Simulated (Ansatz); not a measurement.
# Si16H: the cost of one run

All numbers below are computed with Ansatz 0.2.0 (DFT LDA, plane waves, PAW, scalar-relativistic, collinear spin).

## (1) The structure to begin with

The cell holds 17 atoms (HSi16): a = 7.679 Å, b = 7.679 Å, c = 7.679 Å, α = 60.00°, β = 60.00°, γ = 60.00°.

Its coordinates follow in the input file.

## (2) Preparing the start

Input file input.yaml:

```yaml
crystal:
  lattice:
    - [0.0, 5.43, 5.43]
    - [5.43, 0.0, 5.43]
    - [5.43, 5.43, 0.0]
  atoms:
    - { symbol: Si, position: [0.0, 0.0, 0.0] }
    - { symbol: Si, position: [0.125, 0.125, 0.125] }
    - { symbol: Si, position: [0.0, 0.0, 0.5] }
    - { symbol: Si, position: [0.125, 0.125, 0.625] }
    - { symbol: Si, position: [0.0, 0.5, 0.0] }
    - { symbol: Si, position: [0.125, 0.625, 0.125] }
    - { symbol: Si, position: [0.0, 0.5, 0.5] }
    - { symbol: Si, position: [0.125, 0.625, 0.625] }
    - { symbol: Si, position: [0.5, 0.0, 0.0] }
    - { symbol: Si, position: [0.625, 0.125, 0.125] }
    - { symbol: Si, position: [0.5, 0.0, 0.5] }
    - { symbol: Si, position: [0.625, 0.125, 0.625] }
    - { symbol: Si, position: [0.5, 0.5, 0.0] }
    - { symbol: Si, position: [0.625, 0.625, 0.125] }
    - { symbol: Si, position: [0.5, 0.5, 0.5] }
    - { symbol: Si, position: [0.625, 0.625, 0.625] }
    - { symbol: H, position: [0.7569056, 0.7440656, 0.7565497], spin: 1.0 }
magnetization:
  spin_polarized: true
basis:
  ecutwfc: 420.0
kpoints:
  mp_grid: { grid: [2, 2, 2] }
hamiltonian:
  xc: lda
scf:
  occupations: { method: fermi_dirac, width: 0.05 }
  lower_state_search: "off"
relax:
  f_tol: 0.08
  max_steps: 25
  adjacent_minimum: "off"
output:
  write_density: true
  write_potential: true
  elf: true
  volumetric_format: npy
```

Launch:

```console
ansatz run input.yaml --threads 1 --pin off --max-ram 3072MiB --backend cpu --events-out ev --progress --plain --runs-dir out
```

Q: Estimate wall time and peak memory on 1 thread of Arm Neoverse V2, shared host.

About 4.9 min, with a peak of 0.64 GiB.
